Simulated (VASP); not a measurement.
# KF (Pm-3m) in VASP: equation of state

How stiff is KF in PBE, and what volume does it want? The cell is scaled to several volumes.

Everything below comes from runs of VASP 6.6.1. Logs are shortened: lines on timing, memory, paths and dates and some standing lists are left out, and cuts for length are marked.

### Step 1. The structure

Symmetry: Pm-3m, No. 221, cubic system. The conventional cell has a = 3.259 Å, b = 3.259 Å, c = 3.259 Å, α = 90.00°, β = 90.00°, γ = 90.00°. K (site symmetry m-3m) is surrounded by 8 F at 2.82 Å. Around F (site symmetry m-3m) lie 8 K at 2.82 Å.

The cell comes from a database or a generator and needn't be the stable form of this composition.

### Step 2. Equation of state, PBE, 16.27 Å³/atom (volume scaled by 0.94)

The input, INCAR:

```
PREC = Accurate
ENCUT = 520
EDIFF = 1E-7
ISMEAR = -1
SIGMA = 0.05
LREAL = False
LASPH = True
NELM = 80
ALGO = Normal
ISIF = 2
LWAVE = False
LCHARG = False
GGA = PE
NBANDS = 15
```

The input, KPOINTS:

```
regular mesh
0
Gamma
  8 8 8
```

The input, POSCAR:

```
KF
1.0
    3.1924270469      0.0000000000      0.0000000000
    0.0000000000      3.1924270469      0.0000000000
    0.0000000000      0.0000000000      3.1924270469
K F
1 1
Direct
    0.0000000000      0.0000000000      0.0000000000
    0.5000000000      0.5000000000      0.5000000000
```

Potentials or basis: VASP PAW PBE potentials, release 64 (K_sv, F).

Launch:

```sh
cat potpaw_PBE.64/K_sv/POTCAR potpaw_PBE.64/F/POTCAR > POTCAR
mpirun -np 1 vasp_std > vasp.out
```

OUTCAR:

```text
PREC = Accurate
   ENCUT = 520
   EDIFF = 1E-7
   ISMEAR = -1
   LREAL = False
   LASPH = True
   NELM = 80
   ISIF = 2
   GGA = PE

 ion  position               nearest neighbor table
   1  0.000  0.000  0.000-   2 2.76   2 2.76   2 2.76   2 2.76   2 2.76   2 2.76   2 2.76   2 2.76

   2  0.500  0.500  0.500-   1 2.76   1 2.76   1 2.76   1 2.76   1 2.76   1 2.76   1 2.76   1 2.76

  LATTYP: Found a simple cubic cell.
 ALAT       =     3.1924270469

  Lattice vectors:

 A1 = (   3.1924270469,   0.0000000000,   0.0000000000)
 A2 = (   0.0000000000,   3.1924270469,   0.0000000000)
 A3 = (   0.0000000000,   0.0000000000,   3.1924270469)

Analysis of symmetry for initial positions (statically):
=====================================================================
 Subroutine PRICEL returns:
 Original cell was already a primitive cell.

 Routine SETGRP: Setting up the symmetry group for a
 simple cubic supercell.

 Subroutine GETGRP returns: Found 48 space group operations
 (whereof 48 operations were pure point group operations)
 out of a pool of 48 trial point group operations.

The static configuration has the point symmetry O_h .

Analysis of symmetry for dynamics (positions and initial velocities):
=====================================================================
 Subroutine PRICEL returns:
 Original cell was already a primitive cell.

 Routine SETGRP: Setting up the symmetry group for a
 simple cubic supercell.

 Subroutine GETGRP returns: Found 48 space group operations
 (whereof 48 operations were pure point group operations)
 out of a pool of 48 trial point group operations.

The dynamic configuration has the point symmetry O_h .

 Subroutine INISYM returns: Found 48 space group operations
 (whereof 48 operations are pure point group operations),
 and found     1 'primitive' translations

----------------------------------------------------------------------------------------

                                     Primitive cell

  volume of cell :      32.5359

  direct lattice vectors                    reciprocal lattice vectors
     3.192427047  0.000000000  0.000000000     0.313241301  0.000000000  0.000000000
     0.000000000  3.192427047  0.000000000     0.000000000  0.313241301  0.000000000
     0.000000000  0.000000000  3.192427047     0.000000000  0.000000000  0.313241301

  length of vectors
     3.192427047  3.192427047  3.192427047     0.313241301  0.313241301  0.313241301

  position of ions in fractional coordinates (direct lattice)
     0.000000000  0.000000000  0.000000000
     0.500000000  0.500000000  0.500000000

  ion indices of the primitive-cell ions
   primitive index   ion index
                 1           1
                 2           2

----------------------------------------------------------------------------------------

 KPOINTS: regular mesh

Automatic generation of k-mesh.
 Grid dimensions read from file:
 generate k-points for:    8    8    8

 Generating k-lattice:

  Cartesian coordinates                     Fractional coordinates (reciprocal lattice)
     0.039155163  0.000000000  0.000000000     0.125000000  0.000000000  0.000000000
     0.000000000  0.039155163  0.000000000     0.000000000  0.125000000  0.000000000
     0.000000000  0.000000000  0.039155163     0.000000000  0.000000000  0.125000000

  Length of vectors
     0.039155163  0.039155163  0.039155163

  Shift w.r.t. Gamma in fractional coordinates (k-lattice)
     0.000000000  0.000000000  0.000000000

 Subroutine IBZKPT returns following result:
 ===========================================

 Found     35 irreducible k-points:

 Following reciprocal coordinates:
            Coordinates               Weight
  0.000000  0.000000  0.000000      1.000000
  0.125000  0.000000  0.000000      6.000000
  0.250000  0.000000  0.000000      6.000000
  0.375000  0.000000  0.000000      6.000000
  0.500000  0.000000  0.000000      3.000000
  0.125000  0.125000  0.000000     12.000000
[... 27 lines left out ...]
  0.500000  0.500000  0.375000      6.000000
  0.500000  0.500000  0.500000      1.000000
   k-points           NKPTS =     35   k-points in BZ     NKDIM =     35   number of bands    NBANDS=     15
   number of dos      NEDOS =    301   number of ions     NIONS =      2
   total plane-waves  NPLWV =  13824
   dimension x,y,z NGX =    24 NGY =   24 NGZ =   24
   dimension x,y,z NGXF=    48 NGYF=   48 NGZF=   48
   ions per type =               1   1
   NGX,Y,Z   is equivalent  to a cutoff of  12.50, 12.50, 12.50 a.u.
   NGXF,Y,Z  is equivalent  to a cutoff of  25.00, 25.00, 25.00 a.u.
 SYSTEM =  unknown system
   PREC   = accura    normal or accurate (medium, high low for compatibility)
   ISTART =      0    job   : 0-new  1-cont  2-samecut
   ICHARG =      2    charge: 1-file 2-atom 10-const
   ISPIN  =      1    spin polarized calculation?
   LNONCOLLINEAR =      F non collinear calculations
   LSORBIT =      F    spin-orbit coupling
   LASPH  =      T    aspherical Exc in radial PAW
   ENCUT  =  520.0 eV  38.22 Ry    6.18 a.u.   5.94  5.94  5.94*2*pi/ulx,y,z
   NELM   =     80;   NELMIN=  2; NELMDL= -5     # of ELM steps
   EDIFF  = 0.1E-06   stopping-criterion for ELM
   LREAL  =      F    real-space projection
   EDIFFG = 0.1E-05   stopping-criterion for IOM
   NSW    =      0    number of steps for IOM
   IBRION =     -1    ionic relax: 0-MD 1-quasi-New 2-CG
   NFREE  =      0    steps in history (QN), initial steepest desc. (CG)
   ISIF   =      2    stress and relaxation
   ISYM   =      2    0-nonsym 1-usesym 2-fastsym
   POTIM  = 0.5000    time-step for ionic-motion
   TEBEG  =    0.0;   TEEND  =   0.0 temperature during run
   PSTRESS=    0.0 pullay stress
   NELECT =      16.0000    total number of electrons
   NUPDOWN=      -1.0000    fix difference up-down
   EMIN   =  10.00;   EMAX   =-10.00  energy-range for DOS
   EFERMI =   0.00;   METHOD = LEGACY
   ISMEAR =    -1;   SIGMA  =   0.05  broadening in eV -4-tet -1-fermi 0-gaus
   EFERMI_NEDOS =   21; number of points for ismear=-14 and -15
   IALGO  =     38    algorithm
   IMIX   =      4    mixing-type and parameters
     AMIX     =   0.40;   BMIX     =  1.00
     AMIX_MAG =   1.60;   BMIX_MAG =  1.00
  volume/ion in A,a.u.               =      16.27       109.78
  Fermi-wavevector in a.u.,A,eV,Ry     =   1.292192  2.441890 22.718480  1.669761
  Thomas-Fermi vector in A             =   2.423916
   LORBIT       =      0    0 simple, 1 ext, 2 COOP (PROOUT), +10 PAW based schemes
   GGA     = PE    functional components
   LHFCALC =     F    Hartree Fock is set to
   AEXX    =    0.0000 exact exchange contribution
   IVDW    =     0    specifies the selected vdW correction
   LEPSILON=     F    determine dielectric tensor
   LRPA    =     F    only Hartree local field effects (RPA)
 non-spin polarized calculation
  energy-cutoff  :      520.00
  volume of cell :       32.54
 maximum number of plane-waves:       912
 NGX is ok and might be reduce to    24
   NGX = 11   NGY = 11   NGZ = 11

 number of electron      15.9999985 magnetization

 Free energy of the ion-electron system (eV)
  ---------------------------------------------------
  ext. energy  EPLUGINS =         0.00000000
  ---------------------------------------------------
  free energy    TOTEN  =        -8.07593749 eV

  energy without entropy =       -8.07593749  energy(sigma->0) =       -8.07593749

 E-fermi :  -0.6104     XC(G=0):  -9.3279

 val. band max:       -1.8359420248   @ k =   0.5000   0.5000   0.0000
 cond. band min:       4.8635778162   @ k =   0.0000   0.0000   0.0000
 fundamental gap:      6.6995198409
 Fermi energy:        -0.6104123698

 k-point     1 :       0.0000    0.0000    0.0000
  band No.  band energies     occupation
      1     -28.7212      2.00000
      2     -20.7902      2.00000
      3     -11.6716      2.00000
      4     -11.6716      2.00000
      5     -11.6716      2.00000
      6      -1.8765      2.00000
      7      -1.8765      2.00000
      8      -1.8765      2.00000
      9       4.8636      0.00000
     10       6.5249      0.00000
     11       6.5249      0.00000
     12      12.3676      0.00000
     13      12.3676      0.00000
     14      12.3676      0.00000
     15      19.9964      0.00000

 k-point     2 :       0.1250    0.0000    0.0000
  band No.  band energies     occupation
      1     -28.6984      2.00000
      2     -20.7964      2.00000
      3     -11.7931      2.00000
      4     -11.6523      2.00000
      5     -11.6523      2.00000
      6      -2.0965      2.00000
      7      -1.8961      2.00000
      8      -1.8961      2.00000
      9       5.2977      0.00000
     10       6.6513      0.00000
     11       6.9152      0.00000
     12      12.0949      0.00000
     13      12.0949      0.00000
     14      12.4187      0.00000
     15      18.7329      0.00000

 k-point     3 :       0.2500    0.0000    0.0000
  band No.  band energies     occupation
      1     -28.6426      2.00000
      2     -20.8139      2.00000
      3     -12.0717      2.00000
      4     -11.6053      2.00000
      5     -11.6053      2.00000
      6      -2.5699      2.00000
      7      -1.9451      2.00000
      8      -1.9451      2.00000
      9       6.3422      0.00000
     10       6.9879      0.00000
     11       7.9342      0.00000
     12      11.5354      0.00000
     13      11.5354      0.00000
     14      12.5460      0.00000
     15      17.1740      0.00000
[... 541 lines left out ...]
 k-point    34 :       0.5000    0.5000    0.3750
  band No.  band energies     occupation
      1     -28.3324      2.00000
      2     -20.6190      2.00000
      3     -12.3688      2.00000
      4     -12.3688      2.00000
      5     -12.2095      2.00000
      6      -2.9018      2.00000
      7      -2.9018      2.00000
      8      -2.8319      2.00000
      9       8.5782      0.00000
     10       9.0218      0.00000
     11       9.0218      0.00000
     12      11.6919      0.00000
     13      14.0167      0.00000
     14      14.0167      0.00000
     15      14.1567      0.00000

 k-point    35 :       0.5000    0.5000    0.5000
  band No.  band energies     occupation
      1     -28.3148      2.00000
      2     -20.6058      2.00000
      3     -12.3320      2.00000
      4     -12.3320      2.00000
      5     -12.3320      2.00000
      6      -2.9797      2.00000
      7      -2.9797      2.00000
      8      -2.9797      2.00000
      9       8.8839      0.00000
     10       8.8839      0.00000
     11       8.8839      0.00000
     12      14.0812      0.00000
     13      14.0812      0.00000
     14      14.0812      0.00000
     15      14.1818      0.00000

------------------------ aborting loop because EDIFF is reached ----------------------------------------

  FORCE on cell =-STRESS in cart. coord.  units (eV):
  Direction    XX          YY          ZZ          XY          YZ          ZX
  --------------------------------------------------------------------------------------
  -------------------------------------------------------------------------------------
  Total        0.4880547      0.4880547      0.4880547     -0.0000000      0.0000000      0.0000000
  in kB       24.0334517     24.0334517     24.0334517     -0.0000000      0.0000000      0.0000000
  external PRESSURE =      24.0334517 kB  Pullay stress =       0.0000000 kB

 VOLUME and BASIS-vectors are now :
 -----------------------------------------------------------------------------
  energy-cutoff  :      520.00
  volume of cell :       32.54
      direct lattice vectors                 reciprocal lattice vectors
     3.192427047  0.000000000  0.000000000     0.313241301  0.000000000  0.000000000
     0.000000000  3.192427047  0.000000000     0.000000000  0.313241301  0.000000000
     0.000000000  0.000000000  3.192427047     0.000000000  0.000000000  0.313241301

 POSITION                                       TOTAL-FORCE (eV/Angst)
 -----------------------------------------------------------------------------------
      0.00000      0.00000      0.00000         0.000000      0.000000      0.000000
      1.59621      1.59621      1.59621         0.000000      0.000000      0.000000
 -----------------------------------------------------------------------------------
    total drift:                                0.000000      0.000000     -0.000000

  FREE ENERGIE OF THE ION-ELECTRON SYSTEM (eV)
  ---------------------------------------------------
  free  energy   TOTEN  =        -8.0759374920 eV

  energy  without entropy=       -8.0759374920  energy(sigma->0) =       -8.07593749
```

Run time: 22 s. Hardware: 1 thread of Intel Xeon Platinum 8375C at 2.90GHz (Ice Lake), shared host; peak memory 0.14 GiB.

What came out:

| Quantity | Value |
| --- | --- |
| Free energy | -8.0759 eV |
| Pressure | 2.4 GPa |
| Band gap on the k mesh | 6.70 eV, indirect (least direct gap 6.74 eV) |

(Continued in part 2 of 2.)
